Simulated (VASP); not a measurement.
Here is the system:

```
BeO
1.0
    1.32975    -2.30320     0.00000
    1.32975     2.30320     0.00000
    0.00000     0.00000     4.40516
Be O
2 2
Direct
  0.66667   0.33333   0.50115
  0.33333   0.66667   0.00115
  0.66667   0.33333   0.87685
  0.33333   0.66667   0.37685
```

These are PBE GGA, VASP's PBE PAW potentials (set 64) (plane waves; VASP 6.6.1) values and carry that method's errors. Numerical set-up: 600 eV cut-off, 8×8×6 Γ-centred mesh, Gaussian smearing of 0.050 eV, potentials Be O.

Q: Give the stress tensor in GPa (positive for a compressed cell).

A: 
```
11.53   0.00   0.00
 0.00  11.53   0.00
 0.00   0.00   3.33
```
The pressure is its mean diagonal, 8.80 GPa.

The compound is BeO in the wurtzite structure. This cell was strained or had an atom moved on purpose. Symmetry was kept, so distortions that lower it aren't found.
